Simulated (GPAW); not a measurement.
C on a Si site in YSi2, C K edge of atom 7, with 3 Si at 1.96 Å (trigonal planar; the defect atom itself). Method: GPAW, PBE, excited-electron core hole (neutral cell), 18-atom cell with 6.7 Å between holes, 3×3×2 k points, dipole transitions, Gaussian full width 0.9 eV up to 4 eV, rising linearly to 3.5 eV at 25 eV.

```xyz
18
Lattice="5.7750 -3.3342 0.0000 -5.7750 -3.3342 0.0000 0.0000 0.0000 -8.2800" Properties=species:S:1:pos:R:3 pbc="T T T"
Y    -0.0329   -0.0192   -0.0133
Y     1.9312   -3.2882   -0.0143
Y    -0.0266   -0.0165   -4.1300
Y    -1.8804   -3.3537   -0.0149
Y     1.9314   -3.2880   -4.1277
Y    -1.8773   -3.3560   -4.1278
C     1.9203   -5.5563   -6.2094
Si   -1.9155   -5.5603   -6.2097
Si   -3.8440   -2.2204   -2.0704
Si    0.0041   -2.2179   -6.2104
Si   -1.9188   -5.5553   -2.0714
Si    0.0065   -2.2193   -2.0701
Si    0.2317   -4.5698   -6.2141
Si   -3.8384   -4.1828   -6.2135
Si    0.0025   -4.4407   -2.0716
Si   -2.1531   -1.2489   -6.2088
Si   -3.8441   -4.4472   -2.0707
Si   -1.9161   -1.1069   -2.0737
```

Energy from the lowest empty level; a common scale on which the isotropic spectrum has a mean of 1 over the first 20 eV.

```tsv
E (eV)	curve 1	curve 2
-2.00	0.00	0.00
-1.25	0.00	0.00
-0.50	0.14	0.34
0.25	0.97	1.56
1.00	1.59	2.03
1.75	2.65	2.29
2.50	1.76	1.30
3.25	2.61	0.76
4.00	2.33	0.86
4.75	0.73	1.17
5.50	0.45	1.31
6.25	0.28	1.08
7.00	0.69	0.81
7.75	0.73	0.82
8.50	0.58	0.99
9.25	0.49	1.11
10.00	0.47	1.25
10.75	0.41	1.25
11.50	0.44	0.80
12.25	0.65	0.47
13.00	0.88	0.51
13.75	0.91	0.71
14.50	0.81	0.88
15.25	0.69	0.91
16.00	0.62	0.81
16.75	0.62	0.75
17.50	0.65	0.78
18.25	0.68	0.86
19.00	0.69	0.94
19.75	0.69	1.00
20.50	0.67	0.99
21.25	0.63	0.92
22.00	0.57	0.82
22.75	0.50	0.72
23.50	0.44	0.62
24.25	0.40	0.53
25.00	0.39	0.46
25.75	0.41	0.40
```

The curves are for the electric vector along different Cartesian axes of the cell as given, for this one atom. Which is which?

Curve 1: along z, main maxima 1.9 eV (2.69), 3.5 eV (2.95) and 13.5 eV (0.92). Curve 2: along x (the other in-plane axis gives the same curve within 3 %), main maxima 1.5 eV (2.37), 5.6 eV (1.31) and 10.4 eV (1.31). A K edge sees empty p states on the absorber. Each direction probes the empty orbitals that point along it. In so small a cell the defects form an ordered array, and no site is far from one. The mesh is coarse (0.38 Å⁻¹ between points), so small maxima may be mesh ripples.

[Banner, clock and machine lines of the logs are left out without a mark of their own.]

[Logs are printed without paths, hosts, clocks, repeated set-up lines and the standing remarks that a program may print on its own settings, such as how far it seeks lower states.]

[Hosts, paths, dates, database ids (printed as entryN), source tags and the programs' standing remarks are cut or masked in the printed files.]

[Lists of maxima count a maximum above −3 eV only where it reaches 4 % of the highest in the window and stands out from its surroundings by 2 % of it (1.5 % where it reaches 55 %); shoulders and weaker maxima are passed over, and of the rest the first, up to two pre-edge ones and the few strongest are named.]
